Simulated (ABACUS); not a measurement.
**Ba under changes of volume**

One of the cells (67.563 Å³/atom); the others are scaled copies at fixed shape and fractional positions:

```
Ba
1.0
     0.00000    3.23267    3.23267
     3.23267    0.00000    3.23267
     3.23267    3.23267    0.00000
Ba
1
Direct
  0.00000 0.00000 0.00000
```

This isn't the form of Ba at room conditions, which is bcc.

| Quantity | Value |
| --- | --- |
| Program | ABACUS 3.10.1 |
| Functional | PBE |
| Potentials or basis | PseudoDojo NC SR 0.4.1 PBE standard |
| Cutoff | 1361 eV |
| Density cutoff | 5442 eV |
| Basis | DZP LCAO (the cutoffs set its grid) |
| k mesh | 7 × 7 × 7 |
| Occupations | fermi-dirac, width 0.05 eV |
| Spin | no spin polarisation |

| volume (Å³/atom) | energy over the lowest point (meV/atom) | pressure (GPa) |
| --- | --- | --- |
| 63.510 | 0.97 | 0.2 |
| 64.861 | 0.00 | 0.0 |
| 66.212 | 1.06 | -0.2 |
| 67.563 | 4.00 | -0.5 |
| 68.915 | 8.68 | -0.6 |
| 70.266 | ? | ? |
| 71.617 | 22.59 | -1.0 |

What does the run at 70.266 Å³/atom give?

Energy over the lowest point 14.92 meV/atom; pressure -0.8 GPa.

Worked out: A Birch-Murnaghan fit of order 3 (a polynomial in V^(-2/3)) to the other rows has its minimum at 64.81 Å³/atom with B0 = V·E''(V) = 11.7 GPa and B' = 3.2. It gives 14.91 meV/atom at 70.266 Å³/atom, against the run's 14.92, and -dE/dV = -0.8 GPa, against -0.8.

Energies are extrapolated to zero smearing.

Caveats: the atomic orbitals were generated for these runs and aren't a published set; this release of the barium file is off; the basis of atomic orbitals isn't converged, which shifts pressures, moduli and gaps.
